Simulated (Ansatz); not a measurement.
A run of Ansatz 0.2.0:

File input.yaml:

```yaml
crystal:
  lattice:
    - [3.112861506, 0.0, 0.0]
    - [-1.556430753, 2.6958171426, 0.0]
    - [0.0, 0.0, 4.869841]
  atoms:
    - { symbol: Ta, position: [0.3333333333, 0.6666666667, 0.254711] }
    - { symbol: Ta, position: [0.6666666667, 0.3333333333, 0.745289] }
    - { symbol: "N", position: [0.0, 0.0, 0.0] }
hamiltonian:
  xc: r2scan
  pseudopotentials: { kind: paw }
  hubbard: { sites: [{ species: Ta, l: d, u_eff: 1.0 }] }
kpoints:
  mp_grid: { grid: [10, 10, 6] }
  band_path:
    path:
      - [[0.0, 0.0, 0.0], [0.5, 0.0, 0.0], [0.3333333333, 0.3333333333, 0.0], [0.0, 0.0, 0.0], [0.0, 0.0, 0.5], [0.5, 0.0, 0.5], [0.3333333333, 0.3333333333, 0.5], [0.0, 0.0, 0.5]]
      - [[0.5, 0.0, 0.5], [0.5, 0.0, 0.0]]
      - [[0.3333333333, 0.3333333333, 0.0], [0.3333333333, 0.3333333333, 0.5]]
    npoints: 14
scf:
  occupations: { method: fermi_dirac, width: 0.05 }
  n_extra_bands: 7
output:
  forces: true
  stress: true
  eigenvalues: true
  fatbands: false
```

Potentials or basis: Ansatz PAW.

Run with:

```bash
$ ansatz run input.yaml --threads 2 --pin off --max-ram 5632MiB --backend cpu --events-out ev --progress --plain --runs-dir out
```

Hardware: 2 threads of Arm Neoverse V1, with other jobs on the host.

**Question.** How long does it take, and how much memory?

**Answer.** Run time: 8.7 s on 2 threads of Arm Neoverse V1 (shared host), peak memory 0.5 GiB. Counts: scf iterations 8, plane waves 1085, k points 72, bands 23.
